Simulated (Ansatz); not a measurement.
# MoS2 (R-3m) in Ansatz: settings compared

One crystal, MoS2, is run at these levels: PBEsol, PBE; tasks: single point.

All numbers are computed with Ansatz 0.2.0; they aren't measurements. Logs are shortened: lines on timing, memory, paths and dates and some standing lists are left out, and cuts for length are marked.

### 1 The structure

It takes space group R-3m (No. 166, trigonal). The conventional cell has a = 3.171 Å, b = 3.171 Å, c = 18.345 Å, α = 90.00°, β = 90.00°, γ = 120.00°. Around Mo (site symmetry -3m) lie 6 S at 2.39 Å. S (site symmetry 3m) has 3 Mo at 2.39 Å as nearest neighbours.

Measurements of this composition are mostly on another form, of space group No. 194.

### 2 Single point, PBEsol

File input.yaml:

```yaml
crystal:
  lattice:
    - [1.5855, 0.9153888518, 6.1149966667]
    - [-1.5855, 0.9153888518, 6.1149966667]
    - [0.0, -1.8307777036, 6.1149966667]
  atoms:
    - { symbol: Mo, position: [0.0, 0.0, 0.0] }
    - { symbol: S, position: [0.25, 0.25, 0.25] }
    - { symbol: S, position: [0.75, 0.75, 0.75] }
hamiltonian:
  xc: pbesol
  pseudopotentials: { kind: paw }
kpoints:
  mp_grid: { grid: [10, 10, 10] }
scf:
  occupations: { method: gaussian, width: 0.1 }
output:
  forces: true
  stress: true
  eigenvalues: true
```

Potentials or basis: Ansatz PAW.

Started as:

```bash
> ansatz run input.yaml --threads 2 --pin off --max-ram 5632MiB --backend cpu --events-out ev --progress --plain --runs-dir out
```

The program printed:

```text
Warning: RAYON_NUM_THREADS=2 ignored (pool sized by the plan → 2); use --threads N
basis.fft_grid_basis auto: the FFT boxes are laid along the combinations [[1, 0, -1], [0, 1, -1], [0, 0, 1]] of the cell's own vectors, 3.171, 3.171 and 6.383 Å long. The dense box has 24×24×45 points. Along the cell's own vectors, as sized, it would have 45×45×45, 3.52 times as many. Of the 12 symmetry operations that the crystal satisfies within crystal.symmetry.tolerance (time reversal apart; of a slab, those that keep its plane) the dense box along the cell's own vectors carries 12, and the one as laid loses 8 of those. basis.fft_grid_basis: typed keeps the cell's own vectors: state it where this run's energies or levels are differenced outside the engine with another run's, or held beside a run that keeps those vectors.
Engine: ansatz 0.2.0, x86_64-unknown-linux-gnu
Pseudopotentials: kind: paw
Pseudopotential: Mo, paw, valence charge 14, recommended cutoff 420 eV (normal), Mo.paw.azcp
Pseudopotential: S, paw, valence charge 6, recommended cutoff 420 eV (normal), S.paw.azcp
Functional definition: PBEsol
  exchange = pbesol_x
  correlation = pbesol_c
Crystal: 3 atoms, lattice volume = 53.250 Å³
Basis set: ecut = 420 eV, 1023 PW (Γ), FFT grids on a1−a3, a2−a3, a3, exchange–correlation on 48×48×90 points (8 copies of the dense FFT grid, shifted against one another)
Bands: 17, of which v1, the nominal top of the filled ones, is band 13 counted from 1 (12 counted from 0)
Symmetry: 12 space group operations
Space group: R-3m (ITA 166), of the structure as read, at distance tolerance 3.8e-5 Å
k-points: 116 of 1000
Non-local potential: Mo, projectors of the file, l = 0: 3, l = 1: 2, l = 2: 2, l = 3: 1
Non-local potential: S, projectors of the file, l = 0: 2, l = 1: 2, l = 2: 2
PAW form: soft (Blöchl's): semilocal exchange-correlation on the pseudo side does not see the compensation charge
PAW frozen core: Mo, regenerated for the run's functional, and the local potential with it (the file was generated under x = pbe(κ = 0.804, μ = 0.2195149727645171), c = pbe(β = 0.06672455060314922))
PAW frozen core: S, regenerated for the run's functional, and the local potential with it (the file was generated under x = pbe(κ = 0.804, μ = 0.2195149727645171), c = pbe(β = 0.06672455060314922))
PAW one-centre angular grid: Mo, 590 points (default); XC on 64 Gauss nodes
PAW one-centre angular grid: S, 110 points (default); XC on 64 Gauss nodes
Initial density: superposition of atomic densities (neutral atoms: chi_scale 0, normalization atom), corrected by the library's trained network
Initial wavefunctions: pseudopotential atomic-orbital guess
Functional: x = pbesol(κ = 0.804, μ = 0.12345679012345678), c = pbesol(β = 0.046)
SCF iter   1: F=—  HF=-6669.329953 eV  |F-HF|=—  |Δ(HF+E_count)|=         —  Δρ=6.68e-3  dr2=1.75e-2  ethr=1.77e-3  ⟨swp⟩=5.4  Hψ=10487  notcnv=0
preconditioner: auto → LDOS  [metal: Δε(μ)=0.040 eV  Ē_g=8.116 eV  σ=0.100 eV  W_gap=0.22  n_scr=16 (ndim 8)  ℏωp=21.6 eV  f_vac=0.014  D(μ)=0.64/eV (n_scr^D=2)  β→1.0]
SCF iter   2: F=—  HF=-6669.327566 eV  |F-HF|=—  |Δ(HF+E_count)|=   2.39e-3  Δρ=2.93e-3  dr2=7.32e-3  ethr=6.73e-5  ⟨swp⟩=2.0  Hψ=4127  notcnv=0
SCF iter   3: F=—  HF=-6669.325475 eV  |F-HF|=—  |Δ(HF+E_count)|=   2.09e-3  Δρ=5.82e-4  dr2=7.84e-4  ethr=2.82e-5  ⟨swp⟩=2.0  Hψ=2853  notcnv=0
SCF iter   4: F=—  HF=-6669.325347 eV  |F-HF|=—  |Δ(HF+E_count)|=   1.28e-4  Δρ=1.76e-4  dr2=1.68e-5  ethr=3.02e-6  ⟨swp⟩=2.0  Hψ=2711  notcnv=0
SCF iter   5: F=—  HF=-6669.325347 eV  |F-HF|=—  |Δ(HF+E_count)|=   7.09e-7  Δρ=5.30e-5  dr2=1.50e-6  ethr=6.45e-8  ⟨swp⟩=2.2  Hψ=3033  notcnv=0
SCF iter   6: F=-6669.325347 eV  HF=-6669.325347 eV  |F-HF|=1.86e-8  |Δ(HF+E_count)|=   1.76e-7  Δρ=1.15e-5  dr2=5.05e-8  ethr=3.85e-10  ⟨swp⟩=4.1  Hψ=9429  notcnv=0
SCF 1 converged in 6 iterations: F = -6669.325347 eV  dr2 = 5.05e-8
SCF converged after 6 iterations
Free energy (F): -6669.325347 eV
Harris-Foulkes:  -6669.325347 eV  (|F-HF|=1.86e-8)
Internal energy: -6669.322102 eV  (E = F + TS)
E sigma→0 (E₀):  -6669.323724 eV
Entropy (-TS):   -0.003244 eV (-1.081 meV/atom)
Fermi energy:    11.154684 eV
--- Per-component energies (eV) ---
  E_band       = -156.831294
  E_kinetic    = 657.337722
  E_local      = -1979.721134  (includes V_loc(G=0)·N_el)
  E_nonlocal   = 201.820356
  E_hartree    = 761.661150
  E_xc         = -375.756327
  E_vxc        = -404.685799  (∫ρ·V_xc dr)
  E_paw        = -4312.056653  (= ΣΔE_a)
  E_vpaw       = -154.913001  (= ΣTr[D̂ρ^β])
  E_aug_tail   = 0.000035  (compensation charges beyond the density's cutoff)
  E_ewald      = -1622.940449
  E_core_change = 0.333198  (= ΣΔE_core)
  E_smearing   = -0.003244  (= −TS)
  E_closure    = -0.000000  (closes the sum)
  Σ components = -6669.325347   (vs F -6669.325347, Δ=0.00e0)
--- Forces (eV/Å), atoms counted from 1 ---
  atom   1  Mo    -0.00000000     0.00000000     0.00000000
  atom   2  S      0.00000000    -0.00000000    -0.75892973
  atom   3  S     -0.00000000     0.00000000     0.75892973
  max |Σ_I F_I| component: 1.64e-30 eV/Å
--- Stress (GPa, compression-positive) ---
        1.119745       0.000000       0.000000
        0.000000       1.119745       0.000000
        0.000000      -0.000000       6.318415
  P = ⅓ Tr σ = 2.8526 GPa (28.526 kbar)
--- Band table (eV; the first three rows and the last of 116) ---
  k-point 0: bands = ["-50.5771", "-24.6895", "-24.5912", "-24.5912", "-4.0769", "-2.4170", "4.0016", "6.8889", "6.8889", "9.3565", "9.8496", "10.0575", "10.0575", "10.8848", "10.8848", "14.5085", "14.5085"]
  k-point 1: bands = ["-50.5732", "-24.6816", "-24.6305", "-24.6001", "-3.9110", "-2.3905", "4.2132", "6.5228", "6.9786", "9.1419", "9.5067", "9.5518", "9.9671", "11.0990", "11.3934", "14.0378", "14.3974"]
  k-point 2: bands = ["-50.5631", "-24.7324", "-24.6608", "-24.6233", "-3.4521", "-2.3095", "4.7395", "5.9971", "7.1184", "7.5576", "9.0730", "9.4092", "9.7706", "11.4481", "11.8922", "13.8388", "14.2873"]
  k-point 115: bands = ["-50.5771", "-24.6896", "-24.5912", "-24.5912", "-3.8206", "-2.8369", "5.0038", "6.9057", "6.9057", "7.1912", "10.0680", "10.0680", "10.7825", "10.7825", "11.0705", "14.6246", "14.6246"]
```

It took 11 s on 2 threads of Intel Xeon at 2.50GHz (Skylake/Cascade Lake), shared host; peak memory 0.41 GiB.

Results:

* Free energy: -6669.3253 eV
* Pressure: 2.9 GPa
* Largest force: 0.759 eV/Å
* Band gap on the k mesh: none (metal or under the smearing width)

Forces in eV/Å, atoms in the order of the input:
```
Mo   0.000  0.000  0.000
S    0.000  0.000 -0.759
S    0.000  0.000  0.759
```

Caveat: the cell's inner coordinates are idealised or old, which leaves forces on the atoms; the PAW data sets come from PBE, with cores solved anew for the run's functional, which leaves a small shift of forces and pressure.

### 3 Single point, PBE

input.yaml, as its differences from that of step 2:

```diff
@@ -10,3 +10,3 @@
 hamiltonian:
-  xc: pbesol
+  xc: pbe
   pseudopotentials: { kind: paw }
```

Potentials or basis: Ansatz PAW.

Started as:

```bash
> ansatz run input.yaml --threads 2 --pin off --max-ram 5632MiB --backend cpu --events-out ev --progress --plain --runs-dir out
```

Wall time 9.2 s (2 threads of Intel Xeon at 2.50GHz (Skylake/Cascade Lake), shared host); peak memory 0.41 GiB.

The run converged. Its results:

```
Free energy            : -6761.9152 eV
Pressure               : 7.9 GPa
Largest force          : 1.006 eV/Å
Band gap on the k mesh : none (metal or under the smearing width)
```

Forces on the atoms (eV/Å):
```
Mo   0.000  0.000  0.000
S    0.000  0.000 -1.006
S    0.000  0.000  1.006
```

Stress tensor (GPa, compression positive):
```
 6.45  0.00  0.00
 0.00  6.45  0.00
 0.00  0.00 10.87
```

Levels at points of the mesh, in eV from the Fermi level:
```
              k point  band 11  band 12  band 13  band 14  band 15  band 16
   (0.00, 0.00, 0.00)    -1.27    -1.09    -1.09    -0.30    -0.30     3.33
  (0.00, 0.00, -0.50)    -2.90    -1.98    -1.66     0.99     1.90     3.36
 (0.00, -0.50, -0.50)    -2.92    -2.29    -1.87     0.99     1.70     3.80
(-0.50, -0.50, -0.50)    -1.08    -1.08    -0.40    -0.40    -0.09     3.45
```

Caveat: the cell's inner coordinates are idealised or old, which leaves forces on the atoms.
